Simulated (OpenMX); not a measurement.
The system is GaP.

```
Ga P
1.0
     0.00000    2.72525    2.72525
     2.72525    0.00000    2.72525
     2.72525    2.72525    0.00000
Ga P
1 1
Cartesian
  0.0000 0.0000 0.0000
  4.0879 4.0879 4.0879
```

Base run:

| Quantity | Value |
| --- | --- |
| Program | OpenMX 3.8.5 |
| Functional | PBE |
| Potentials or basis | OpenMX 2013 PBE set, Ga7.0-s2p2d1, P7.0-s2p2d1, grid cutoff 500 Ry |
| k mesh | 9 × 9 × 9 |
| Occupations | fermi-dirac, width 0.05 eV |
| Spin | no spin polarisation |

Its results: band gap on the k mesh 1.89 eV, indirect (least direct gap 1.97 eV); pressure 5.4 GPa.

The run is repeated on the same cell with these changes: potentials or basis from OpenMX 2013 PBE set, Ga7.0-s2p2d1, P7.0-s2p2d1, grid cutoff 500 Ry to OpenMX 2013 PBE set, Ga7.0-s3p2d2f1, P7.0-s3p2d2f1, grid cutoff 500 Ry. What comes out?

Band gap on the k mesh 1.66 eV, indirect (least direct gap 1.84 eV); pressure 3.7 GPa.

Caveats: the basis of atomic orbitals isn't converged, which shifts pressures, moduli and gaps.
